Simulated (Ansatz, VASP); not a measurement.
# GeSb2Te4 in VASP and in Ansatz

```xyz
7
Lattice="-3.0596 3.0596 6.0514 3.0596 -3.0596 6.0514 3.0596 3.0596 -6.0514" Properties=species:S:1:pos:R:3 pbc="T T T"
Ge    0.0000    0.0000    0.0000
Sb    0.0000    0.0000    6.0514
Sb    3.0596    0.0000    3.0257
Te    0.0000    3.0596    0.0196
Te    0.0000    0.0000    3.0035
Te    0.0000    3.0596    6.0318
Te    0.0000    0.0000    9.0994
```

The cell comes from a database or a generator and needn't be the stable form of this composition.

Alike in both runs: task single point; functional PBE; dispersion D3(BJ); k mesh 4 × 4 × 4; occupations gaussian, width 0.1 eV; no spin polarisation.

|  | VASP | Ansatz |
| --- | --- | --- |
| version | VASP 6.6.1 | Ansatz 0.2.0 |
| potentials or method | VASP PAW PBE potentials, release 64 (Ge_d, Sb, Te) | scalar-relativistic, plane waves, PAW |
| plane-wave cutoff (eV) | 520 | 420 |
| valence electrons in the cell | 48 | 108 |

|  | VASP | Ansatz | Ansatz less VASP |
| --- | --- | --- | --- |
| gap on the k mesh at the Fermi level (eV) | none | none | - |
| pressure (GPa) | -1.4 | -1.3 | +0.04 |
| largest component of the traceless stress (GPa) | 0.05 | 0.06 | +0.011 |
| rms of the force components (eV/Å) | 0.021 | 0.020 | -0.0003 |

Atom by atom the forces differ by 0.001 eV/Å (rms over components). A gap of «none» marks a metal or a gap that the smearing closes. The two sets of potentials don't hold the same shells in valence. Ansatz warned: «dispersion_switch_in_reach».

Caveats: the k mesh is coarse (spacing up to 0.36 Å⁻¹), so the values aren't converged; pairwise dispersion overbinds metals, which lowers pressure and volume. Spin-orbit coupling is left out, which matters for the levels of Sb, Te.
